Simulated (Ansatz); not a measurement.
Crystal: Bi2Te3 (Tellurobismuthite).

```xyz
5
Lattice="2.1930 1.2661 10.1657 -2.1930 1.2661 10.1657 0.0000 -2.5323 10.1657" Properties=species:S:1:pos:R:3 pbc="T T T"
Bi    0.0000    0.0000   18.2982
Bi    0.0000    0.0000   12.1988
Te    0.0000    0.0000   24.1079
Te    0.0000    0.0000    6.3891
Te    0.0000    0.0000    0.0000
```

Base run:

| Item | Value |
| --- | --- |
| Program | Ansatz 0.2.0 |
| Functional | LDA |
| Potentials or basis | Ansatz PAW |
| Cutoff | 420 eV (not typed: the program's choice for these potentials) |
| k mesh | 7 × 7 × 7 |
| Occupations | fermi-dirac, width 0.05 eV |
| Spin | no spin polarisation |

Its results: band gap on the k mesh 0.21 eV, direct; pressure -1.8 GPa; largest force 0.187 eV/Å.

**Question.** The run is repeated on the same cell with these changes: functional from LDA to r2SCAN; cutoff from 420 eV (not typed: the program's choice for these potentials) to 500 eV (not typed: the program's choice for these potentials). What comes out?

**Answer.** Band gap on the k mesh 0.52 eV, direct; pressure 1.3 GPa; largest force 0.290 eV/Å.

r2SCAN gives the wider gap, since meta-GGAs in the generalised Kohn-Sham scheme recover part of the derivative discontinuity.

Caveats: spin-orbit coupling is left out, which as a rule narrows the gap of such compounds by several tenths of an eV; the PAW data sets come from PBE, with cores solved anew for the run's functional, which leaves a small shift of forces and pressure.
